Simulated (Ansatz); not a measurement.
# Bi: energy and pressure over a range of volumes

How stiff is Bi, and at what volume does the pressure vanish? The cell is scaled evenly, atoms carried along, and solved with LAPW, PAW and all-electron datasets made for the crystal.

Method: DFT PBE, scalar-relativistic, in Ansatz 0.2.0.

**1. Starting point**

Symmetry: R-3m, No. 166, trigonal system. Conventional cell: a = 4.546 Å, b = 4.546 Å, c = 11.862 Å, α = 90.00°, β = 90.00°, γ = 120.00°. Bi (site symmetry 3m) has 6 Bi at 3.07 to 3.53 Å as nearest neighbours.

As a file:

```cif
data_structure
_symmetry_space_group_name_H-M 'P 1'
_symmetry_Int_Tables_number 1
_cell_length_a 4.7458
_cell_length_b 4.7458
_cell_length_c 4.7458
_cell_angle_alpha 57.233
_cell_angle_beta 57.233
_cell_angle_gamma 57.233
_cell_volume 70.77
loop_
_atom_site_label
_atom_site_type_symbol
_atom_site_fract_x
_atom_site_fract_y
_atom_site_fract_z
_atom_site_occupancy
Bi1 Bi 0.23389 0.23389 0.23389 1
Bi2 Bi 0.76611 0.76611 0.76611 1
```

The cell is a measured one (Crystallography Open Database entry 9009658); the temperature and pressure of the measurement aren't taken into account, and nothing was relaxed.

Atoms are numbered in the order of the input: Bi1, Bi2.

**2. Volume × 0.96, LAPW**

The input, input.yaml:

```yaml
crystal:
  lattice:
    - [2.2422797007, 1.2945807888, 3.9005610168]
    - [-2.2422797007, 1.2945807888, 3.9005610168]
    - [0.0, -2.5891615775, 3.9005610168]
  atoms:
    - { symbol: Bi, position: [0.23389, 0.23389, 0.23389] }
    - { symbol: Bi, position: [0.76611, 0.76611, 0.76611] }
kpoints:
  mp_grid: { grid: [11, 11, 11] }
scf:
  occupations: { method: fermi_dirac, width: 0.03 }
hamiltonian:
  xc: pbe
  pseudopotentials: { kind: all_electron, lapw: { basis_error: 0.00025 } }
output:
  forces: true
  stress: true
  eigenvalues: true
```

Started as:

```
$ ansatz run input.yaml --threads 1 --pin off --max-ram 2048MiB --backend cpu --events-out ev --progress --plain --runs-dir out
```

**3. Volume × 0.96, PAW**

Changes to input.yaml since step 2:

```diff
@@ -14,3 +14,3 @@
   xc: pbe
-  pseudopotentials: { kind: all_electron, lapw: { basis_error: 0.00025 } }
+  pseudopotentials: { kind: paw }
 output:
@@ -19 +19,2 @@
   eigenvalues: true
+  efg: { contact_densities: true }
```

**4. Volume × 0.96, crystal datasets**

Changes to input.yaml since step 3:

```diff
@@ -14,3 +14,3 @@
   xc: pbe
-  pseudopotentials: { kind: paw }
+  pseudopotentials: { kind: all_electron, datasets: crystal }
 output:
```

**5. Volume × 0.98, LAPW**

The input, input.yaml:

```yaml
crystal:
  lattice:
    - [2.2577441873, 1.3035092143, 3.9274622876]
    - [-2.2577441873, 1.3035092143, 3.9274622876]
    - [0.0, -2.6070184286, 3.9274622876]
  atoms:
    - { symbol: Bi, position: [0.23389, 0.23389, 0.23389] }
    - { symbol: Bi, position: [0.76611, 0.76611, 0.76611] }
kpoints:
  mp_grid: { grid: [11, 11, 11] }
scf:
  occupations: { method: fermi_dirac, width: 0.03 }
hamiltonian:
  xc: pbe
  pseudopotentials: { kind: all_electron, lapw: { basis_error: 0.00025 } }
output:
  forces: true
  stress: true
  eigenvalues: true
```

**6. Volume × 0.98, PAW**

Changes to input.yaml since step 5:

```diff
@@ -14,3 +14,3 @@
   xc: pbe
-  pseudopotentials: { kind: all_electron, lapw: { basis_error: 0.00025 } }
+  pseudopotentials: { kind: paw }
 output:
@@ -19 +19,2 @@
   eigenvalues: true
+  efg: { contact_densities: true }
```

**7. Volume × 1.02, LAPW**

The input, input.yaml:

```yaml
crystal:
  lattice:
    - [2.2880530951, 1.3210080704, 3.9801861936]
    - [-2.2880530951, 1.3210080704, 3.9801861936]
    - [0.0, -2.6420161407, 3.9801861936]
  atoms:
    - { symbol: Bi, position: [0.23389, 0.23389, 0.23389] }
    - { symbol: Bi, position: [0.76611, 0.76611, 0.76611] }
kpoints:
  mp_grid: { grid: [11, 11, 11] }
scf:
  occupations: { method: fermi_dirac, width: 0.03 }
hamiltonian:
  xc: pbe
  pseudopotentials: { kind: all_electron, lapw: { basis_error: 0.00025 } }
output:
  forces: true
  stress: true
  eigenvalues: true
```

**8. Volume × 1.02, PAW**

Changes to input.yaml since step 7:

```diff
@@ -14,3 +14,3 @@
   xc: pbe
-  pseudopotentials: { kind: all_electron, lapw: { basis_error: 0.00025 } }
+  pseudopotentials: { kind: paw }
 output:
@@ -19 +19,2 @@
   eigenvalues: true
+  efg: { contact_densities: true }
```

**9. Volume × 1.04, LAPW**

The input, input.yaml:

```yaml
crystal:
  lattice:
    - [2.302910999, 1.3295862852, 4.0060322827]
    - [-2.302910999, 1.3295862852, 4.0060322827]
    - [0.0, -2.6591725704, 4.0060322827]
  atoms:
    - { symbol: Bi, position: [0.23389, 0.23389, 0.23389] }
    - { symbol: Bi, position: [0.76611, 0.76611, 0.76611] }
kpoints:
  mp_grid: { grid: [11, 11, 11] }
scf:
  occupations: { method: fermi_dirac, width: 0.03 }
hamiltonian:
  xc: pbe
  pseudopotentials: { kind: all_electron, lapw: { basis_error: 0.00025 } }
output:
  forces: true
  stress: true
  eigenvalues: true
```

**10. Volume × 1.04, PAW**

Changes to input.yaml since step 9:

```diff
@@ -14,3 +14,3 @@
   xc: pbe
-  pseudopotentials: { kind: all_electron, lapw: { basis_error: 0.00025 } }
+  pseudopotentials: { kind: paw }
 output:
@@ -19 +19,6 @@
   eigenvalues: true
+  efg: { contact_densities: true }
+  write_density: true
+  write_potential: true
+  elf: true
+  volumetric_format: npy
```

**11. Volume × 1.04, crystal datasets**

Changes to input.yaml since step 10:

```diff
@@ -14,3 +14,3 @@
   xc: pbe
-  pseudopotentials: { kind: paw }
+  pseudopotentials: { kind: all_electron, datasets: crystal }
 output:
@@ -20,5 +20 @@
   efg: { contact_densities: true }
-  write_density: true
-  write_potential: true
-  elf: true
-  volumetric_format: npy
```

(Steps that only read results are left out.)

**Question.** What will these runs give? Wanted: equilibrium volume; bulk modulus (for each run or level that gives them).

**Answer**, as computed:

```
                      quantity           value
     equilibrium volume (LAPW)  36.765 Å³/atom
           bulk modulus (LAPW)          43 GPa
its pressure derivative (LAPW)             4.6
      equilibrium volume (PAW)  36.752 Å³/atom
            bulk modulus (PAW)          43 GPa
 its pressure derivative (PAW)             4.6
```

What this shows: By LAPW, the pressure vanishes at 36.77 Å³/atom (+3.9 % from the starting cell) and the bulk modulus there is 43 GPa (Birch-Murnaghan, third order). Shape and positions are held, so a fully relaxed modulus can be lower. PAW's volume lies -0.03 % and its modulus less than 0.1 % from LAPW's. No thermal or zero-point expansion is included. Spin-orbit coupling is left out, though the cell holds Bi; in elements this heavy it can shift bands and gaps by tenths of an eV.
